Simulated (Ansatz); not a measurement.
input.yaml

```yaml
crystal:
  lattice:
    - [0.044647715, 2.6351857875, 2.6351857875]
    - [2.7966940435, -0.1440651425, 2.823898645]
    - [2.7966940435, 2.823898645, -0.1440651425]
  atoms:
    - { symbol: Ag, position: [0.4938397725, 0.5053808643, 0.5053808643] }
    - { symbol: Cl, position: [0.0061602275, -0.0053808643, -0.0053808643] }
basis:
  ecutwfc: 420
kpoints:
  mp_grid: { grid: [8, 8, 8] }
hamiltonian:
  xc: pbe
scf:
  occupations: { method: gaussian, width: 0.02 }
output:
  forces: true
  stress: true
  eigenvalues: true
  populations: true
```

Run as
```bash
ansatz run input.yaml --threads 1 --pin off --max-ram 1331MiB --backend cpu --events-out ev --progress --plain --runs-dir out
```

Level of theory: Ansatz 0.2.0, DFT PBE, scalar-relativistic, plane waves, PAW.

Abridged output (iterations and final results):

```
SCF iter   1: F=—  HF=-8670.881997 eV  |F-HF|=—  |Δ(HF+E_count)|=         —  Δρ=5.24e-4  dr2=7.67e-5  ethr=1.77e-3  ⟨swp⟩=5.2  Hψ=12637  notcnv=0
SCF iter   2: F=—  HF=-8670.882746 eV  |F-HF|=—  |Δ(HF+E_count)|=   7.49e-4  Δρ=2.17e-4  dr2=1.19e-5  ethr=2.95e-7  ⟨swp⟩=3.1  Hψ=6725  notcnv=0
SCF iter   3: F=—  HF=-8670.882763 eV  |F-HF|=—  |Δ(HF+E_count)|=   1.68e-5  Δρ=8.72e-5  dr2=2.50e-6  ethr=4.57e-8  ⟨swp⟩=2.0  Hψ=3900  notcnv=0
SCF iter   4: F=—  HF=-8670.882765 eV  |F-HF|=—  |Δ(HF+E_count)|=   1.90e-6  Δρ=2.95e-5  dr2=2.03e-7  ethr=9.62e-9  ⟨swp⟩=2.0  Hψ=3900  notcnv=0
SCF iter   5: F=-8670.882766 eV  HF=-8670.882766 eV  |F-HF|=2.50e-8  |Δ(HF+E_count)|=   4.60e-7  Δρ=1.53e-5  dr2=8.25e-8  ethr=7.83e-10  ⟨swp⟩=2.0  Hψ=4350  notcnv=0
SCF iter   6: F=-8670.882766 eV  HF=-8670.882766 eV  |F-HF|=3.91e-9  |Δ(HF+E_count)|=   1.02e-8  Δρ=4.13e-6  dr2=5.25e-9  ethr=3.17e-10  ⟨swp⟩=2.0  Hψ=8776  notcnv=0
SCF 1 converged in 6 iterations: F = -8670.882766 eV  dr2 = 5.25e-9
SCF converged after 6 iterations
Free energy (F): -8670.882766 eV
Harris-Foulkes:  -8670.882766 eV  (|F-HF|=3.91e-9)
Internal energy: -8670.882766 eV  (E = F + TS)
E sigma→0 (E₀):  -8670.882766 eV
Fermi energy:    8.262848 eV
--- Per-component energies (eV) ---
  E_band       = -364.551084
  E_kinetic    = 688.981063
  E_local      = -3236.390764  (includes V_loc(G=0)·N_el)
  E_nonlocal   = 112.623586
  E_hartree    = 1419.020607
  E_xc         = -289.890971
  E_vxc        = -354.041324  (∫ρ·V_xc dr)
  E_paw        = -4564.824087  (= ΣΔE_a)
  E_vpaw       = -413.769356  (= ΣTr[D̂ρ^β])
  E_aug_tail   = 0.000405  (compensation charges beyond the density's cutoff)
  E_ewald      = -2800.402605
  E_smearing   =  0.000000  (= −TS)
--- Forces (eV/Å), atoms counted from 1 ---
  atom   1  Ag    -0.06784636    -0.00036839    -0.00036839
  atom   2  Cl     0.06787670     0.00036834     0.00036834
--- Stress (GPa, compression-positive) ---
        0.729220      -0.078114      -0.078114
       -0.078114       0.555557       0.736300
       -0.078114       0.736300       0.555557
  P = ⅓ Tr σ = 0.6134 GPa (6.134 kbar)
--- Band table (eV; the first three rows and the last of 150) ---
  k-point 0: bands = ["-81.8609", "-45.4062", "-45.3941", "-45.3882", "-7.2047", "5.2227", "5.2536", "5.4093", "5.4687", "5.4750", "5.5065", "5.7242", "5.9101", "8.6811", "17.8690", "18.4503", "19.2400"]
  k-point 1: bands = ["-81.8609", "-45.4063", "-45.3943", "-45.3884", "-7.1534", "4.5772", "4.7785", "5.0212", "5.4431", "5.5425", "5.6367", "6.2834", "6.4033", "9.3558", "16.8884", "18.0095", "18.8274"]
  k-point 2: bands = ["-81.8609", "-45.4064", "-45.3947", "-45.3888", "-7.0250", "3.6546", "4.2030", "4.5382", "5.5321", "5.6449", "5.7915", "7.0200", "7.0212", "10.6554", "15.3844", "16.9465", "17.5755"]
  k-point 149: bands = ["-81.8608", "-45.4095", "-45.3952", "-45.3885", "-6.7376", "2.7711", "3.5903", "3.8275", "5.7380", "5.7794", "6.1942", "7.7669", "7.8372", "11.9151", "14.3700", "14.8632", "15.7076"]
--- Löwdin populations: 2 sites ---
  site symbol q [e]
     0     Ag     18.4232
     1     Cl      7.4962
  spilling = 0.003101 (of n_electrons = 26.000000)
```

The calculation finished and met its thresholds.